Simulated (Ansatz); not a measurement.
# CsPbCl3 in I4/mcm, a phase reached by a soft mode: following an unstable mode, part 3 of 3

Which phase does CsPbCl3 in I4/mcm, a phase reached by a soft mode fall into along its unstable mode, and how much energy does it gain?

Ansatz 0.2.0; DFT PBEsol, scalar-relativistic, plane waves, PAW; PAW set soft_1.

So far. Step 5 (Energy along the mode, all amplitudes (two of the runs …): The lowest of the steps tried is at 0.14 Å, 0.096 meV/atom below the parent; the bottom of the well need not coincide with a step. Step 7 (The new phase in its own primitive cell): The largest force component left is 0.29 meV/Å and the pressure is 0.001 GPa, within the tolerances set. The cell now holds 34.44 Å³/atom.

The structure was built from a prototype and need not be the compound's stable phase.

### 8. Modes of the new phase

A relaxed structure may still be a saddle point, so its zone-centre modes are computed. The response to a homogeneous field gives the Born charges and the dielectric tensor.

input.yaml reads:

```yaml
crystal:
  lattice:
    - [6.854923014, -3.925413835, 0.0]
    - [6.854923014, 3.925413835, 0.0]
    - [-4.3341809609, 0.0, 6.4000322232]
  atoms:
    - { symbol: Cs, position: [0.2367115204, 0.7632884796, 0.25] }
    - { symbol: Cs, position: [0.7632884796, 0.2367115204, 0.75] }
    - { symbol: Pb, position: [0.5, 0.0, 0.0] }
    - { symbol: Pb, position: [0.0, 0.5, 0.5] }
    - { symbol: Cl, position: [0.6799938234, 0.8021159688, 0.678290957] }
    - { symbol: Cl, position: [0.3200061766, 0.1978840312, 0.321709043] }
    - { symbol: Cl, position: [0.7759301802, 0.2240698198, 0.25] }
    - { symbol: Cl, position: [0.2240698198, 0.7759301802, 0.75] }
    - { symbol: Cl, position: [0.1978840312, 0.3200061766, 0.821709043] }
    - { symbol: Cl, position: [0.8021159688, 0.6799938234, 0.178290957] }
kpoints:
  mp_grid: { grid: [6, 6, 6] }
hamiltonian:
  xc: pbesol
  pseudopotentials: { kind: paw, azcp: { folder: soft_1 }, xc_functional: pbe }
scf:
  occupations: { method: fixed }
output:
  eigenvalues: true
phonons:
  method: dfpt
  dielectric: true
  rigid_motions: translations
```

Command:

```
$ ansatz run input.yaml --threads 4 --pin off --max-ram 16384MiB --backend cpu --events-out ev --progress --plain --runs-dir out
```

Numbers of over 12 decimals in the logs are rounded to 6 here.

Output:

```text
[...]
Crystal: 10 atoms, lattice volume = 344.429 Å³
Basis set: ecut = 420 eV, 6697 PW (Γ), exchange–correlation on 108×108×108 points (8 copies of the dense FFT grid, shifted against one another)
Bands: 54, of which v1, the nominal top of the filled ones, is band 44 counted from 1 (43 counted from 0)
Symmetry: 4 space group operations
k-points: 112 of 216 (irreducible under 1 space group operation, time reversal used)
[...]
SCF iter   1: F=—  HF=-41068.608445 eV  |F-HF|=—  |Δ(HF+E_count)|=         —  Δρ=2.51e-2  dr2=5.22e0  ethr=3.10e-3  ⟨swp⟩=6.0  Hψ=22841  notcnv=0  defer=769
[...]
SCF iter  11: F=-41066.111849 eV  HF=-41066.111849 eV  |F-HF|=2.91e-11  |Δ(HF+E_count)|=  4.73e-10  Δρ=7.29e-8  dr2=2.45e-11  ethr=1.00e-12  ⟨swp⟩=21.1  Hψ=51179  notcnv=0
SCF 1 converged in 11 iterations: F = -41066.111849 eV  dr2 = 2.45e-11
[...]
NSCF: frozen V_eff on 3 k-points
[...]
Bands: 45, of which v1, the nominal top of the filled ones, is band 44 counted from 1 (43 counted from 0)
k-points: 63 of 216
[...]
Eigensolver: Dense (63 Hₖ)
SCF iter   1: F=—  HF=-41065.929422 eV  |F-HF|=—  |Δ(HF+E_count)|=         —  Δρ=3.40e-4  dr2=1.41e-4  ethr=1.00e-1
[...]
SCF iter   5: F=-41065.929513 eV  HF=-41065.929512 eV  |F-HF|=6.29e-9  |Δ(HF+E_count)|=   1.95e-7  Δρ=9.06e-7  dr2=6.85e-9  ethr=1.53e-10
SCF 1 converged in 5 iterations: F = -41065.929513 eV  dr2 = 6.85e-9
[...]
SCF converged after 11 iterations
Free energy (F): -41066.111849 eV
[...]
Internal energy: -41066.111849 eV  (E = F + TS)
E sigma→0 (E₀):  -41066.111849 eV
Fermi energy:    3.782181 eV
[...]
--- Band table (eV; the first three rows and the last of 112) ---
  k-point 0: bands = [... 40 lower, 1.8133, 1.8512, 1.8856, 3.7822, 5.9024, 6.1055, 6.1733, 7.6973, ... 6 higher]
  k-point 1: bands = [... 40 lower, 1.8160, 1.8204, 1.9538, 3.4292, 6.1987, 6.3828, 6.4095, 7.8979, ... 6 higher]
  k-point 2: bands = [... 40 lower, 1.7680, 1.7734, 2.0135, 2.7454, 6.8515, 6.9495, 7.1160, 8.2786, ... 6 higher]
  k-point 111: bands = [... 40 lower, 1.7224, 1.7224, 2.2659, 2.2659, 7.7281, 7.7281, 7.7918, 7.7918, ... 6 higher]
[...]
ASR residual: 3.676e-5 → 0.000e0 eV/Å²; symmetrization residual: 1.774e-5 eV/Å²
[...]
ε∞ (high-frequency dielectric tensor):
        3.972657     0.000000     0.130357
        0.000000     3.835426     0.000000
        0.130357     0.000000     3.894452
[...]
Born effective charges Z* (e; rows j = field, columns β = displacement):
    site 0:
         1.35169    0.00000    0.08359
         0.00000    1.25604   -0.00000
         0.07667    0.00000    1.30962
    site 1:
         1.35169    0.00000    0.08359
         0.00000    1.25604   -0.00000
         0.07667    0.00000    1.30962
    site 2:
         3.76203    0.04000    0.06449
        -0.23674    3.81377    0.36169
         0.07361   -0.44827    3.77277
    site 3:
         3.76203   -0.04000    0.06449
         0.23674    3.81377   -0.36169
         0.07361    0.44827    3.77277
    site 4:
        -1.18273    0.77375    0.61044
         0.75584   -2.15230   -1.08143
         0.59937   -1.09602   -1.69625
    site 5:
        -1.18273    0.77375    0.61044
         0.75584   -2.15230   -1.08143
         0.59937   -1.09602   -1.69625
    site 6:
        -2.74828    0.00000   -1.36896
         0.00000   -0.76521   -0.00000
        -1.34902    0.00000   -1.68988
    site 7:
        -2.74828    0.00000   -1.36896
         0.00000   -0.76521   -0.00000
        -1.34902    0.00000   -1.68988
    site 8:
        -1.18273   -0.77375    0.61044
        -0.75584   -2.15230    1.08143
         0.59937    1.09602   -1.69625
    site 9:
        -1.18273   -0.77375    0.61044
        -0.75584   -2.15230    1.08143
         0.59937    1.09602   -1.69625
  Z* charge neutrality: 2.464e-2 e pre-enforcement
[...]
optical modes at Γ without the LO–TO term, one row a degenerate level:
      ω (cm⁻¹)  modes    IR ((D/Å)²/amu)
        -11.18      1             0.0000
         29.04      1             0.7888
         32.55      1             0.0000
         39.78      1             0.2234
         44.21      1             0.0000
         46.36      1             0.0000
         47.51      1             0.0157
[...]
optical modes at Γ + LO–TO along q̂ = [1.0000, 0.0000, 0.0000]:
      ω (cm⁻¹)  modes    IR ((D/Å)²/amu)
[...]
optical modes at Γ + LO–TO along q̂ = [0.0000, 1.0000, 0.0000]:
      ω (cm⁻¹)  modes    IR ((D/Å)²/amu)
[...]
optical modes at Γ + LO–TO along q̂ = [0.0000, 0.0000, 1.0000]:
      ω (cm⁻¹)  modes    IR ((D/Å)²/amu)
[...]
90.57      1             0.0000
         93.08      1             0.0192
         96.06      1             0.0000
        101.50      1             0.2049
        101.95      1             0.0025
        106.78      1             0.0000
        112.71      1            20.1741
        114.10      1            18.4693
        200.24      1             0.0000
        200.50      1             0.0000
        215.34      1            21.4146
        245.59      1             0.0000
```

Wall time 26 min (4 threads of Arm Neoverse V1, shared host); peak memory 8.6 GiB; 1.7 h of CPU time.

Numbers from this step:

```yaml
sum_rule_residual_before_enforcement: 3.68e-5 eV/Å²
miss_of_the_charge_sum_rule: 0.02464 e
estimated_error_of_the_dielectric_tensor: 0.01279
estimated_error_of_the_born_charges: 0.01908 e
point_group: 2/m
highest_optical_mode_at_the_zone_centre_no_lo_to_term: 245.6 cm⁻¹
lowest_optical_zone_centre_mode: -11.18 cm⁻¹
mean_high_frequency_dielectric_constant: 3.901
largest_born_charge_third_of_the_trace: 3.783 e
top_of_the_zone_centre_spectrum_with_the_field: 245.6 cm⁻¹
```

Without the LO-TO term. Patterns of degenerate modes are one choice out of their space. Modes at Γ, with each element's share of the kinetic energy (negative means imaginary):

```
mode  frequency (cm⁻¹)  symmetry  Cs %  Pb %  Cl %
   1             -11.2        Bg    40     0    60
   2               0.0  acoustic    30    46    24
   3               0.0  acoustic    30    46    24
   4               0.0  acoustic    30    46    24
   5              29.0        Bu    56    13    31
   6              32.5        Ag    57     0    43
   7              39.8        Au    65    29     5
   8              44.2        Bg    66     0    34
   9              46.4        Ag    42     0    58
  10              47.5        Bu    52    36    13
  11              51.8        Bg    93     0     7
  12              51.9        Bu    14    20    65
  13              56.7        Au     0     9    91
  14              58.4        Bu     2    29    69
  15              63.6        Au     4    29    68
  16              77.7        Ag     1     0    99
  17              77.8        Au     1    10    90
  18              80.5        Bu    15    15    70
  19              90.6        Bg     0     0   100
  20              93.1        Au     0    98     2
  21              96.1        Ag     0     0   100
  22             101.4        Bu     1    62    37
  23             102.0        Au     0    66    34
  24             106.8        Bg     1     0    99
  25             112.7        Bu     0    15    85
  26             114.1        Au     0    14    86
  27             115.1        Bu     0    17    82
  28             200.2        Ag     0     0   100
  29             200.5        Bg     0     0   100
  30             245.6        Bg     0     0   100
```

Displacements in mode 5 (29.0 cm⁻¹), the largest set to 1:
```
Cs1 -0.53  0.00  0.70
Cs2 -0.53  0.00  0.70
Pb3  0.20  0.10 -0.26
Pb4  0.20 -0.10 -0.26
Cl5  0.08 -0.23 -0.05
Cl6  0.08 -0.23 -0.05
Cl7  0.67  0.00 -1.00
Cl8  0.67  0.00 -1.00
Cl9  0.08  0.23 -0.05
Cl10 0.08  0.23 -0.05
```

Displacements in mode 6 (32.5 cm⁻¹), the largest set to 1:
```
Cs1  0.00  0.80  0.00
Cs2  0.00 -0.80  0.00
Pb3  0.00  0.00  0.00
Pb4  0.00  0.00  0.00
Cl5 -0.56 -0.07 -0.29
Cl6  0.56  0.07  0.29
Cl7  0.00 -1.00  0.00
Cl8  0.00  1.00  0.00
Cl9  0.56 -0.07  0.29
Cl10-0.56  0.07 -0.29
```

Optical modes at the zone centre, without and with the macroscopic field of the longitudinal modes; each column is sorted by frequency, so a row need not hold one and the same mode. Modes with and without the field, by row:

```
rank among optical modes  no field (cm⁻¹)  q along (1, 0, 0) (cm⁻¹)  q along (0, 1, 0) (cm⁻¹)  q along (0, 0, 1) (cm⁻¹)
                       1            -11.2                     -11.2                     -11.2                     -11.2
                       2               29                      30.6                        29                      32.1
                       3             32.5                      32.5                      32.5                      32.5
                       4             39.8                      39.8                      40.6                      39.8
                       5             44.2                      44.2                      44.2                      44.2
                       6             46.4                      46.4                      46.4                      46.4
                       7             47.5                      47.5                      47.5                      47.5
                       8             51.8                      51.8                      51.8                      51.8
                       9             51.9                      51.9                      51.9                      52.5
                      10             56.7                      56.7                      56.8                      56.7
                      11             58.4                      59.5                      58.4                        60
                      12             63.6                      63.6                        70                      63.6
                      13             77.7                      77.7                      77.7                      77.7
                      14             77.8                      77.8                      77.8                      77.8
                      15             80.5                      82.2                      80.5                      83.8
                      16             90.6                      90.6                      90.6                      90.6
                      17             93.1                      93.1                      93.1                      93.1
                      18             96.1                      96.1                      96.1                      96.1
                      19            101.4                     101.5                     101.4                     101.5
                      20              102                       102                       102                       102
                      21            106.8                     106.8                     106.8                     106.8
                      22            112.7                     114.1                     112.7                     112.7
                      23            114.1                     115.1                     115.1                     114.1
                      24            115.1                     200.2                     200.2                     200.2
                      25            200.2                     200.5                     200.5                     200.5
                      26            200.5                     216.4                     215.1                     215.3
                      27            245.6                     245.6                     245.6                     245.6
```

Born charge (rows field, columns displacement) (e), principal values of the symmetric part by kind of site:

```
atom  atoms with these values    low  middle   high   mean
 Cs1                        2   1.25    1.26   1.41   1.31
 Pb3                        2   3.67    3.75   3.93   3.78
 Cl5                        4  -3.45   -0.81  -0.76  -1.68
 Cl7                        2  -3.68   -0.77  -0.76  -1.73
```

In full for Cl7:

```
-2.75  0.00 -1.37
 0.00 -0.77  0.00
-1.35  0.00 -1.69
```

High-frequency dielectric tensor:

```
3.97 0.00 0.13
0.00 3.84 0.00
0.13 0.00 3.89
```

Transverse modes; imaginary modes are left out. Infrared lines, with heights relative to the strongest:

```
position (cm⁻¹)  lines merged  relative intensity
             29             1                 3.9
             32             1                 0.0
             40             1                 1.1
             44             1                 0.0
             46             1                 0.0
             48             1                 0.1
             52             2                 1.0
             57             1                 0.2
             58             1                 4.8
             64             1                  12
             78             2                 0.0
             80             1                  14
             91             1                 0.0
             93             1                 0.1
             96             1                 0.0
            101             1                 1.8
            102             1                 0.0
            107             1                 0.0
            113             1                 100
            114             1                  92
            115             1                  92
            200             2                 0.0
            246             1                 0.0
```

Before it was imposed, the acoustic sum rule was missed by 3.7e-5 eV/Å² and the charge sum rule by 0.025 e. Small misses are needed for a sound result but don't prove that mesh and cutoff are converged. The lowest optical mode is imaginary, 11.2i cm⁻¹, so the energy falls along it.

### 9. What came out

| Property | Result |
| --- | --- |
| unstable mode of the parent | q = (0, 0, 0), 17i cm⁻¹ |
| depth at the lowest point sampled | 0.096 meV/atom |
| largest atomic shift at that point | 0.14 Å |
| space group reached (within 0.01 Å) | C2/c |
| energy gained over the parent (first relaxation, on the mesh of the frozen mode) | 0.206 meV/atom |
| volume per atom, phase reached | 34.4 Å³ |
| gap on the k-mesh, phase reached | 2.12 eV |
| lowest optical zone-centre mode, phase reached | -11.2 cm⁻¹ |
| highest optical mode at the zone centre (no LO-TO term), phase reached | 246 cm⁻¹ |

In words: Along this mode the structure falls into C2/c, 0.206 meV/atom below the parent. At the parent's cell the well is 0.096 meV/atom deep on the steps tried, with its lowest point at a shift of 0.14 Å. Relaxing atoms and cell changes the gain by +0.11 meV/atom against the lowest step (energies at zero smearing). The new phase still has an imaginary mode at the zone centre of its cell, so it is a saddle point on the way to a lower structure. How so shallow a well moves with the k mesh was not tested. Of the 2 patterns followed to their end from this parent, this one ends 0.0704 meV/atom above the lowest, C2/m. Another end point lies within 1 meV/atom; how such a difference moves with mesh and cutoff was not tested. Each path keeps the symmetry of its pattern, so a lower phase may lie along a pattern not tried. Spin-orbit coupling is left out, which can matter for the heavy elements here. The PAW files were made for PBE and serve the other functionals too. The starting cell was built on a prototype and not taken from a measurement, so the phase need not exist.

[Logs are printed without paths, hosts, clocks, repeated set-up lines and the standing remarks that a program may print on its own settings, such as how far it seeks lower states.]

[Hosts, paths, dates, database ids (printed as entryN), source tags and the programs' standing remarks are cut or masked in the printed files.]
